**Why levels in nonmagnetic CdTe come in fours, twos and ones**

An energy level here is the energy of one electron state in the crystal at a fixed wave vector $k$, counted from the top of the valence band. The levels come from density-functional theory with the PBE functional and with spin-orbit coupling, so each one holds a single electron. Two sizes are worth remembering. Spin-orbit coupling sets pairs of valence levels about half an electronvolt apart along one crystal direction, and in a general direction the two members of a pair can themselves separate by some tenths of an electronvolt, although the crystal has no magnetism.

ABINIT 10.8.3 calculation of nonmagnetic CdTe (F-43m, two-atom cell, geometry as given) with PBE, spin-orbit coupling, JTH PAW PBE v2.0 datasets, a 435 eV plane-wave cutoff, a 5×5×5 k mesh and Fermi-Dirac smearing of 0.05 eV. Levels are counted from the valence top on the mesh, and points are given in fractions of the reciprocal cell vectors.

```
point a (reciprocal cell vector)  point b (reciprocal cell vector)  point c (reciprocal cell vector)  level under 4 (eV)  level under 3 (eV)  level under 2 (eV)  level under 1 (eV)  level over 1 (eV)  level over 2 (eV)
                          0.0000                            0.0000                            0.0000               0.000               0.000               0.000               0.000              0.601              0.601
                          0.2000                            0.0000                            0.0000              -0.860              -0.860              -0.354              -0.332              1.748              1.748
                          0.4000                            0.0000                            0.0000              -1.301              -1.301              -0.792              -0.780              1.615              1.615
                          0.4000                            0.2000                            0.0000              -2.064              -1.871              -1.514              -1.455              2.666              2.747
                         -0.2000                            0.2000                            0.0000              -2.164              -1.942              -0.803              -0.796              2.639              2.811
                          0.4000                            0.4000                            0.0000              -2.287              -2.287              -1.950              -1.950              2.270              2.270
                         -0.2000                            0.4000                            0.2000              -2.966              -2.648              -2.166              -2.018              3.527              3.858
```

The columns "under" and "over" count levels downwards and upwards from the gap, and they are sorted by energy, so a column need not follow one band from row to row. At level point 1, the zone centre $\Gamma$, the four valence levels coincide and so do the two conduction levels. Points 2 and 3 lie on the line from $\Gamma$ towards L, along a Cd–Te bond, and there only the upper valence pair opens. Point 6 lies on the line towards X, along a cube edge, and keeps its pairs. At points 4, 5 and 7 each printed level stands alone.

**Why four levels meet at the centre**

The top of the valence band is built mainly from p orbitals of tellurium. A p electron carries one unit of orbital angular momentum $L$ and a spin $S$ of one half. Spin-orbit coupling, written $\lambda\,L\cdot S$ with strength $\lambda$, joins them to a total of 3/2 or 1/2. The 3/2 set has four members and lies higher, at $\lambda/2$, while the 1/2 set lies at $-\lambda$. Their distance is $\Delta=3\lambda/2$, and the quartet at point 1 is the upper set.

**Why the quartet becomes two pairs**

Away from $\Gamma$ the direction of $k$ singles out an axis. The p orbital that points along it drops to lower energy, and the two orbitals across it stay above that one. In these two the electron circulates about the axis one way or the other. If spin and circulation are parallel the energy shifts by $+\lambda/2$, and if they are opposed by $-\lambda/2$, so the pairs end up a distance $\lambda=2\Delta/3$ apart.

With a rough recalled value of 0.9 eV for $\Delta$, the estimate is 0.6 eV. The calculation gives 0.52 eV at both points 2 and 3, so the estimate is about one sixth too high relative to the table. Theory offers a possible reason for the sign of the error: the opposed pair mixes with the p orbital that dropped, is pushed up by it, and so comes closer to the parallel pair. The recalled value is too rough to test this. The distance hardly changes between the two points, while the levels themselves sink by more than 0.4 eV, so the two pairs move down almost together.

At point 6 the same estimate fails badly, for the pairs are only 0.34 eV apart, a third less than at point 3. A likely cause lies in the bonding. Towards L the threefold axis makes tellurium and cadmium p orbitals circulate in the same sense, and their spin-orbit energies add. Towards X the axis is only twofold, a half-turn does not tell the two senses apart, and orbitals of opposite sense can bond, so that the cadmium part subtracts. Whether this accounts for the whole reduction is untested.

**Why some pairs open**

Time reversal turns round both the motion and the spin of an electron. It therefore guarantees equal energies for opposite spins at $k$ and at $-k$, but not for two spins at the same $k$. In a crystal with an inversion centre, such as silicon, inversion brings $-k$ back to $k$ and each level is double everywhere. In silicon the centre lies midway along a bond. In CdTe the two ends of a bond carry different atoms, and the atoms themselves, each with four neighbours in a tetrahedron, are no inversion centres either, so inversion is lost. Unless $k$ and $-k$ are equivalent, as at $\Gamma$, L and X, a pair is then sure to survive only where another symmetry protects it.

On the line to X two mirror planes contain the axis. Applied to a spin in one order or the other, the two reflections differ by a sign, so no single state can satisfy both, and the levels must come in pairs. At points 4, 5 and 7 at most one mirror leaves $k$ in place, and that protection is gone.

The line to L is the instructive case between these. A mirror containing the axis reverses the angular momentum about it. States with total momentum $+1/2$ and $-1/2$ respond differently to a turn by 120°, so the mirror links two distinct states of equal energy. This protects the conduction pair and the lower valence pair. States with $+3/2$ and $-3/2$ respond identically to that turn, can mix, and may separate, which is what the upper valence pair does.

The separation along this line must vanish at $\Gamma$ and again at L, where $k$ and $-k$ are equivalent. The simplest curve with these two zeros is half a sine wave. Points 2 and 3 lie at 40% and 80% of the way, where the sine predicts a ratio of 1.6, and the calculated splittings of 22 and 12 meV give 1.8. Since the levels are rounded to 1 meV, the calculated ratio could be just low enough to agree, but two points are no close test of the curve.

**How far the conduction pair opens**

For a conduction pair the loss of inversion, together with spin-orbit coupling, acts on the spin like a magnetic field that depends on $k$ and changes sign with it. Without that coupling the two spins would keep equal energies at every $k$. For an s-like pair in this crystal, the lowest power of $k$ that symmetry permits is the third, known as the Dresselhaus form. The splitting is then

$$\delta=A\sqrt{k_x^2(k_y^2-k_z^2)^2+k_y^2(k_z^2-k_x^2)^2+k_z^2(k_x^2-k_y^2)^2}.$$

Here $k_x,k_y,k_z$ are components along the cube edges, in units of $2\pi$ divided by the edge length. They follow from the printed coordinates as $k_x=b+c-a$, $k_y=a+c-b$ and $k_z=a+b-c$, where $a,b,c$ stand for point a, point b and point c. The strength $A$ was fitted to all seven points and came out at about 1.2 eV, but the four points on the lines to L and X give zero for any strength. It is an average over distant points and should not be used as the coefficient close to $\Gamma$.

Point 5, which was part of the fit, shows how the formula works. Its components are $(0.4,-0.4,0)$. The first two terms under the root are each $(0.4\times0.4^2)^2=0.064^2$ and the third is zero, so the root is $0.064\sqrt2\approx0.09$ and

$$\delta\approx1.2\ \text{eV}\times0.09\approx0.11\ \text{eV}.$$

The calculation gives 0.17 eV, so the formula is more than a third too low there. At point 7 it comes within a few percent of the calculated 0.33 eV, but that point has the largest splitting and dominates the fit.

Point 4 is the revealing exception. Its components $(-0.2,0.2,0.6)$ lead to exactly the same root as those of point 5, yet its two conduction levels are only 0.08 eV apart, about half as far. A second form, which repeats properly from one zone to the next, also gives the two points equal splittings, as the printed analysis below shows. Symmetry thus decides where a splitting may appear, while neither of these simple forms fixes its size. A plausible reason is that the mixture of s and p orbitals differs between the two points, but this remains a guess, and so does the assumption that the two lowest conduction levels are spin partners at points 4, 5 and 7.

The valence levels show the same freedom of size. At point 5, where the conduction levels are 0.17 eV apart, the two highest valence levels differ by only 7 meV. A nearly closed pair is therefore no sign of a protecting symmetry.

For practical use, look at the direction of $k$ before counting electrons or averaging levels in a zincblende crystal with heavy atoms. On the line to X the levels may be treated as pairs. On the line to L the two lowest conduction levels may be treated so too, but the upper valence pair opens, by some ten or twenty millielectronvolts at the two points calculated here for CdTe. In a general direction each level should be kept separate, because merging two of them can hide a splitting, which reaches about 0.3 eV at point 7. These sizes belong to this PBE calculation, whose band gap of 0.6 eV is far smaller than the measured one, and the conduction splittings in particular may differ in the real crystal.

Printed output of the fit:

```
fit of con on 7 rows: coefficient of C 1197 +/- 91; rms 26.6, worst -0.2 -63.7, leave-one-out rms 38.7
fit of con on 7 rows: coefficient of W 169 +/- 16; rms 31.7, worst 0.4 76.1, leave-one-out rms 49.4
Directions (2 pi/a), splittings and model values (meV):
   row    kx    ky   kz  upper_valence  lower_valence  conduction  cubic_model  periodic_model
   0.0     0     0    0              0              0           0            0               0
   0.2  -0.2   0.2  0.2             22              0           0            0               0
   0.4  -0.4   0.4  0.4             12              0           0            0               0
   0.4  -0.2   0.2  0.6             59            193          81        108.3           157.1
  -0.2   0.4  -0.4    0              7            222         172        108.3           157.1
   0.4     0     0  0.8              0              0           0            0               0
  -0.2   0.8  -0.4    0            148            318         331        342.5           298.8
Distance between valence pairs, row 2 (eV): 0.517
Distance between valence pairs, row 3 (eV): 0.515
Distance between valence pairs, row 6 (eV): 0.337
Axial estimate, two thirds of a rough recalled 0.9 eV (eV): 0.6
Axial estimate over row 3 value (ratio): 1.165
Row 6 distance below row 3 distance (percent): 34.56
Upper valence splitting, row 2 over row 3 (ratio): 1.833
Same ratio from the sine that vanishes at both ends: 1.618
Conduction splitting, row 5 over row 4 (ratio): 2.123
Conduction splitting, row 7 over row 5 (ratio): 1.924
```
